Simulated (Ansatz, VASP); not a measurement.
# Fe in VASP and in Ansatz

INCAR

```
  PREC = Accurate
  ENCUT = 600
  EDIFF = 1E-6
  ISMEAR = -1
  SIGMA = 0.05
  LREAL = False
  LASPH = True
  NELM = 150
  ALGO = Normal
  ISIF = 3
  LWAVE = False
  LCHARG = False
  ISPIN = 2
  MAGMOM = 2.5
  LORBIT = 11
  LMAXMIX = 4
  GGA = RE
  IBRION = 2
  NSW = 80
  EDIFFG = -0.01
```

Contents of KPOINTS:

```
Automatic mesh
0
Gamma
  13 13 13
```

POSCAR

```
Fe
1.0
    2.3342634294      0.0000000000      0.0000000000
    0.0000000000      2.3342634294      0.0000000000
    0.0000000000      0.0000000000      2.3342634294
Fe
1
Direct
    0.0000000000      0.0000000000      0.0000000000
```

Input for Ansatz:

```yaml
crystal:
  lattice:
    - [2.3342634294, 0.0, 0.0]
    - [0.0, 2.3342634294, 0.0]
    - [0.0, 0.0, 2.3342634294]
  atoms:
    - { symbol: Fe, position: [0.0, 0.0, 0.0], spin: 2.5 }
hamiltonian:
  xc: revpbe
  pseudopotentials:
    kind: paw
    azcp:
      Fe: "pseudopotentials/Fe.paw.azcp"
basis:
  ecutwfc: 420
  fft_grid_basis: typed
kpoints:
  mp_grid: { grid: [13, 13, 13], shift: [0, 0, 0] }
magnetization:
  spin_polarized: true
scf:
  occupations: { method: fermi_dirac, width: 0.05 }
relax:
  max_steps: 60
  f_tol: 0.01
  cell: {}
output:
  write_density: true
  write_potential: true
  elf: true
  volumetric_format: npy
```

The cell was built by a generator and needn't be a form met in nature.

Alike in both runs: task relaxation of cell and atoms; functional revPBE; k mesh 13 × 13 × 13; occupations fermi-dirac, width 0.05 eV; collinear spin.

|  | VASP | Ansatz |
| --- | --- | --- |
| version | VASP 6.6.1 | Ansatz 0.2.0 |
| potentials or method | VASP PAW PBE potentials, release 64 (Fe) | plane waves (420 eV) with PAW, scalar-relativistic |
| plane-wave cutoff (eV) | 600 | 420 |
| valence electrons in the cell | 8 | 16 |

|  | VASP | Ansatz | Ansatz less VASP |
| --- | --- | --- | --- |
| net moment per atom (μB) | 2.47 | 2.46 | -0.003 |
| size of the moment on the site where the two differ most (μB) | 2.46 | 2.45 | -0.012 |
| relaxed volume (Å³/atom) | 13.65 | 13.68 | +0.032 |
| relaxed cell length with the largest relative difference (Å) | 2.390 | 2.391 | +0.0018 |
| energy change over the relaxation (meV/atom) | -27 | -30 | -2.9 |

Site moments also hang on the region over which each program counts them. The two sets of potentials don't hold the same shells in valence.

Caveats: the PAW data sets were made with another functional, which shifts forces and pressure a little (VASP).
